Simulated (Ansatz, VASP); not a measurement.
**One calculation of CdSe, two programs**

```
Cd Se
1.0
     0.00000    3.07027    3.07027
     3.07027    0.00000    3.07027
     3.07027    3.07027    0.00000
Cd Se
1 1
Direct
  0.00000 0.00000 0.00000
  0.25000 0.25000 0.25000
```

Alike in both runs: task electric field gradients; functional PBE; k mesh 8 × 8 × 8; occupations fermi-dirac, width 0.03 eV; non-collinear spin, spin-orbit coupling.

|  | VASP | Ansatz |
| --- | --- | --- |
| version | VASP 6.6.1 | Ansatz 0.2.0 |
| potentials or method | VASP PAW PBE potentials, release 64 (Cd, Se) | PAW with Ansatz's default frozen-core files, fully relativistic files with spin-orbit coupling |
| plane-wave cutoff (eV) | 520 | 420 |
| valence electrons in the cell | 18 | 36 |

```tsv
	VASP	Ansatz	Ansatz less VASP
pressure (GPa)	1.6	1.3	-0.30
net moment per atom (μB)	0.00	0.00	0.000
Vzz of the field gradient on the site that differs most (V/Å²)	0.0	0.0	0.00
```

The two sets of potentials don't hold the same shells in valence.
